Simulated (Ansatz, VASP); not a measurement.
## KMgF3: VASP beside Ansatz

The input INCAR:

```
  PREC = Accurate
  ENCUT = 520
  EDIFF = 1E-6
  ISMEAR = 0
  SIGMA = 0.05
  LREAL = F
  LASPH = T
  NELM = 100
  ALGO = Normal
  ISIF = 2
  LWAVE = F
  LCHARG = F
  GGA = PE
  NBANDS = 24
```

KPOINTS

```
regular mesh
0
Gamma
  6 6 6
```

File POSCAR:

```
KMgF3
1.0
    4.3300694743      0.0000000000      0.0000000000
    0.0000000000      4.3300694743      0.0000000000
    0.0000000000      0.0000000000      3.3774541900
K Mg F
1 1 3
Direct
    0.5000000000      0.5000000000      0.5000000000
    0.0000000000      0.0000000000      0.0000000000
    0.5000000000      0.0000000000      0.0000000000
    0.0000000000      0.5000000000      0.0000000000
    0.0000000000      0.0000000000      0.5000000000
```

Input for Ansatz:

```yaml
crystal:
  lattice:
    - [4.3300694743, 0.0, 0.0]
    - [0.0, 4.3300694743, 0.0]
    - [0.0, 0.0, 3.37745419]
  atoms:
    - { symbol: K, position: [0.5, 0.5, 0.5] }
    - { symbol: Mg, position: [0.0, 0.0, 0.0] }
    - { symbol: F, position: [0.5, 0.0, 0.0] }
    - { symbol: F, position: [0.0, 0.5, 0.0] }
    - { symbol: F, position: [0.0, 0.0, 0.5] }
basis:
  ecutwfc: 420
kpoints:
  mp_grid: { grid: [6, 6, 6] }
hamiltonian:
  xc: pbe
scf:
  occupations: { method: gaussian, width: 0.05 }
output:
  forces: true
  stress: true
  eigenvalues: true
```

Alike in both runs: task single point; functional PBE; k mesh 6 × 6 × 6; occupations gaussian, width 0.05 eV; no spin polarisation.

```csv
,VASP,Ansatz
version,VASP 6.6.1,Ansatz 0.2.0
potentials or method,"VASP PAW PBE potentials, release 64 (K_sv, Mg, F)","scalar-relativistic, plane waves, PAW"
plane-wave cutoff (eV),520,420
valence electrons in the cell,32,40
```

Ansatz gave:

```
gap on the k mesh at the Fermi level (eV)       : 7.22
least direct gap on the mesh (eV)               : 7.26
pressure (GPa)                                  : 12.1
largest component of the traceless stress (GPa) : 28.03
```

Problem. Which values does VASP return?

Solution. gap on the k mesh at the Fermi level (eV): 7.19; least direct gap on the mesh (eV): 7.23; pressure (GPa): 12.0; largest component of the traceless stress (GPa): 28.62.

The functional is the same, so the differences come from potentials, cutoffs and numerics. The two sets of potentials don't hold the same shells in valence.

A k mesh can miss the band edges. A hybrid or GW would open this gap; PBE tends to underestimate it.
